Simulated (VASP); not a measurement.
**SnSe: band structure with PBEsol**

Crystal: SnSe.

```
Sn Se
1.0
     0.00000    2.97581    2.97581
     2.97581    0.00000    2.97581
     2.97581    2.97581    0.00000
Sn Se
1 1
Direct
  0.00000 0.00000 0.00000
  0.50000 0.50000 0.50000
```

Measurements of this composition are mostly on another form, of space group No. 62.

| Quantity | Value |
| --- | --- |
| Program | VASP 6.6.1 |
| Task | band structure |
| Functional | PBEsol |
| Potentials or basis | VASP PAW PBE potentials, release 64 (Sn_d, Se) |
| Cutoff | 520 eV |
| k mesh | 10 × 10 × 10 |
| Occupations | gaussian, width 0.02 eV |
| Spin | no spin polarisation |
| Further INCAR settings | ALGO = Normal; EDIFF = 1e-06 |

| Quantity | Value |
| --- | --- |
| Band gap along the path | 0.16 eV, indirect (least direct gap 0.20 eV) |

Levels at the corners of the path, in eV from the valence-band top:
| point | band 6 | band 7 | band 8 | band 9 | band 10 | band 11 | band 12 | band 13 | band 14 |
| --- | --- | --- | --- | --- | --- | --- | --- | --- | --- |
| Γ | -14.17 | -5.06 | -2.34 | -2.34 | -2.34 | 4.35 | 4.35 | 4.35 | 5.70 |
| X | -12.84 | -6.11 | -5.80 | -3.87 | -3.87 | 2.74 | 5.46 | 5.46 | 6.09 |
| X | -12.84 | -6.11 | -5.80 | -3.87 | -3.87 | 2.74 | 5.46 | 5.46 | 6.09 |
| W | -12.81 | -7.10 | -5.00 | -5.00 | -0.85 | 1.41 | 4.71 | 4.71 | 7.24 |
| W | -12.81 | -7.10 | -5.00 | -5.00 | -0.85 | 1.41 | 4.71 | 4.71 | 7.24 |
| K | -12.85 | -7.21 | -5.38 | -3.37 | -2.62 | 3.19 | 3.63 | 5.17 | 5.39 |
| K | -12.85 | -7.21 | -5.38 | -3.37 | -2.62 | 3.19 | 3.63 | 5.17 | 5.39 |
| Γ | -14.17 | -5.06 | -2.34 | -2.34 | -2.34 | 4.35 | 4.35 | 4.35 | 5.70 |
| Γ | -14.17 | -5.06 | -2.34 | -2.34 | -2.34 | 4.35 | 4.35 | 4.35 | 5.70 |
| L | -13.16 | -8.32 | -2.09 | -2.09 | -0.17 | 0.64 | 1.13 | 1.13 | 8.16 |
| L | -13.16 | -8.32 | -2.09 | -2.09 | -0.17 | 0.64 | 1.13 | 1.13 | 8.16 |
| U | -12.85 | -7.21 | -5.38 | -3.37 | -2.62 | 3.19 | 3.63 | 5.17 | 5.39 |
| U | -12.85 | -7.21 | -5.38 | -3.37 | -2.62 | 3.19 | 3.63 | 5.17 | 5.39 |
| W | -12.81 | -7.10 | -5.00 | -5.00 | -0.85 | 1.41 | 4.71 | 4.71 | 7.24 |
| W | -12.81 | -7.10 | -5.00 | -5.00 | -0.85 | 1.41 | 4.71 | 4.71 | 7.24 |
| L | -13.16 | -8.32 | -2.09 | -2.09 | -0.17 | 0.64 | 1.13 | 1.13 | 8.16 |
| L | -13.16 | -8.32 | -2.09 | -2.09 | -0.17 | 0.64 | 1.13 | 1.13 | 8.16 |
| K | -12.85 | -7.21 | -5.38 | -3.37 | -2.62 | 3.19 | 3.63 | 5.17 | 5.39 |
| U | -12.85 | -7.21 | -5.38 | -3.37 | -2.62 | 3.19 | 3.63 | 5.17 | 5.39 |
| X | -12.84 | -6.11 | -5.80 | -3.87 | -3.87 | 2.74 | 5.46 | 5.46 | 6.09 |

It took 46 s on 1 thread of Intel(R) Xeon(R) Platinum 8488C (Sapphire Rapids), with other jobs on the host, peak memory 0.29 GiB.

Caveat: the log is that of the step along the path at fixed density, whose energy, stress, charges and moments have no meaning; spin-orbit coupling is left out, which moves the levels of the heavy elements.
